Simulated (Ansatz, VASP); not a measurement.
Given: the input of a run of Ansatz 0.2.0 on CdTe.

The input input.yaml:

```yaml
crystal:
  lattice:
    - [0.0, 3.2262257841, 3.2262257841]
    - [3.2262257841, 0.0, 3.2262257841]
    - [3.2262257841, 3.2262257841, 0.0]
  atoms:
    - { symbol: Te, position: [0.75, 0.75, 0.75] }
    - { symbol: Cd, position: [0.0, 0.0, 0.0] }
kpoints:
  mp_grid: { grid: [7, 7, 7] }
scf:
  occupations: { method: fermi_dirac, width: 0.05 }
hamiltonian:
  xc: pbesol
  pseudopotentials: { kind: all_electron, lapw: { basis_error: 0.0005 } }
output:
  forces: true
  stress: true
  eigenvalues: true
```

Potentials or basis: all-electron LAPW, scalar-relativistic.

Command:

```console
$ ansatz run input.yaml --threads 1 --pin off --max-ram 3072MiB --backend cpu --events-out ev --progress --plain --runs-dir out
```

Q: Translate it to VASP 6.6.1. Potentials there: VASP PAW PBE potentials, release 64 (Te, Cd).

A: As run (the cutoff follows the program's own potentials):

INCAR

```
SYSTEM = CdTe
PREC = Accurate
ENCUT = 520
EDIFF = 1E-6
ISMEAR = -1
SIGMA = 0.05
LREAL = .False.
LASPH = .True.
NELM = 100
ALGO = Normal
ISIF = 2
LWAVE = .False.
LCHARG = .False.
GGA = PS
NBANDS = 16
```

Contents of KPOINTS:

```
Automatic mesh
0
Gamma
  7 7 7
  0 0 0
```

POSCAR

```
CdTe
1.0
    0.0000000000      3.2262257841      3.2262257841
    3.2262257841      0.0000000000      3.2262257841
    3.2262257841      3.2262257841      0.0000000000
Te Cd
1 1
Direct
    0.7500000000      0.7500000000      0.7500000000
    0.0000000000      0.0000000000      0.0000000000
```

Potentials or basis: VASP PAW PBE potentials, release 64 (Te, Cd).

Run with:

```console
$ cat potpaw_PBE.64/Te/POTCAR potpaw_PBE.64/Cd/POTCAR > POTCAR
$ mpirun -np 1 vasp_std > vasp.out
```

Both were run:

|  | VASP | Ansatz | Ansatz less VASP |
| --- | --- | --- | --- |
| gap on the k mesh at the Fermi level (eV) | 0.70 | 0.70 | -0.003 |
| least direct gap on the mesh (eV) | 0.70 | 0.70 | -0.003 |
| pressure (GPa) | 0.9 | 0.8 | -0.16 |

Ansatz ran all-electron here, so the differences hold the error of VASP's frozen core and of both bases.

Caveats: spin-orbit coupling is left out, which moves the levels of the heavy elements; the PAW data sets were made with another functional, which shifts forces and pressure a little (VASP).
